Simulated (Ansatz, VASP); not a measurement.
**Ca: VASP beside Ansatz**

INCAR

```
ALGO     = Normal         # electronic algorithm
EDIFF    = 1E-6           # SCF threshold, eV
ENCUT    = 520            # plane-wave cutoff, eV
GGA      = PE             # functional
ISIF     = 2              # what is computed and relaxed
ISMEAR   = 0              # smearing method
LASPH    = T              # aspherical terms in the spheres
LCHARG   = F              # write CHGCAR
LREAL    = F              # projectors in reciprocal space
LWAVE    = F              # write WAVECAR
NBANDS   = 11             # bands
NELM     = 100            # most SCF steps
PREC     = Accurate       # precision mode
SIGMA    = 0.1            # smearing width, eV
```

File KPOINTS:

```
k-points
0
Gamma
  12 12 12
```

File POSCAR:

```
Ca
1.0
    3.5788032198      0.0000000000      0.0000000000
    0.0000000000      3.5788032198      0.0000000000
    0.0000000000      0.0000000000      3.5788032198
Ca
1
Direct
    0.0000000000      0.0000000000      0.0000000000
```

Input for Ansatz:

```yaml
crystal:
  lattice:
    - [3.5788032198, 0.0, 0.0]
    - [0.0, 3.5788032198, 0.0]
    - [0.0, 0.0, 3.5788032198]
  atoms:
    - { symbol: Ca, position: [0.0, 0.0, 0.0] }
basis:
  ecutwfc: 420
kpoints:
  mp_grid: { grid: [12, 12, 12] }
hamiltonian:
  xc: pbe
scf:
  occupations: { method: gaussian, width: 0.1 }
output:
  forces: true
  stress: true
  eigenvalues: true
```

Alike in both runs: task single point; functional PBE; k mesh 12 × 12 × 12; occupations gaussian, width 0.1 eV; no spin polarisation.

|  | VASP | Ansatz |
| --- | --- | --- |
| version | VASP 6.6.1 | Ansatz 0.2.0 |
| potentials or method | VASP PAW PBE potentials, release 64 (Ca_sv) | scalar-relativistic, plane waves, PAW |
| plane-wave cutoff (eV) | 520 | 420 |
| valence electrons in the cell | 10 | 10 |

```csv
,VASP,Ansatz,Ansatz less VASP
gap on the k mesh at the Fermi level (eV),none,none,-
pressure (GPa),-0.6,-0.6,+0.01
```

A gap of «none» marks a metal or a gap that the smearing closes.
